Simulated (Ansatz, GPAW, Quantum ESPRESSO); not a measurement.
# HfB2: programs and potentials compared

```
CELL_PARAMETERS angstrom
3.14000 0.00000 0.00000
-1.57000 2.71932 0.00000
0.00000 0.00000 3.48000
ATOMIC_POSITIONS crystal
Hf 0.00000 0.00000 0.00000
B 0.66667 0.33333 0.50000
B 0.33333 0.66667 0.50000
```

Alike in all runs: task band structure; functional PBEsol; k mesh 10 × 10 × 8; occupations fermi-dirac, width 0.05 eV; no spin polarisation; no spin-orbit coupling. Pressure is positive in compression and, in plane waves, holds the error of the finite cutoff, which Ansatz's Pulay term estimates and takes out.

```
                               program and potentials  plane-wave cutoff (eV)                                                                                                                               notes  pressure (GPa)
                                   Ansatz, Ansatz PAW                     420  potentials made for PBE, which Ansatz adapts in part; 10.67 valence electrons an atom on average; Pulay term of +0.18 GPa included           -4.32
Quantum ESPRESSO, PseudoDojo 0.4.1 SR PBEsol standard                    1034                                                                                              6 valence electrons an atom on average           -3.65
            Ansatz, PAW datasets made for the crystal                     400                                                                                          10.67 valence electrons an atom on average           -4.27
                    Quantum ESPRESSO, GBRV 1.5 PBEsol                     612                                                                                              6 valence electrons an atom on average           -3.81
    GPAW, PAW data sets generated for this functional                     800                                                                                              6 valence electrons an atom on average           -3.46
       Ansatz, all-electron LAPW, scalar-relativistic                       -                                                                                                                                   -           -4.26
```

The pressure spans -4.32 (Ansatz, Ansatz PAW) to -3.46 GPa (GPAW, PAW data sets generated for this functional), with all-electron results at -4.26.

Differences between rows come from potentials, basis sets and numerical settings, since the functional is the same but for its coding. Runs on potential files found faulty are left out.
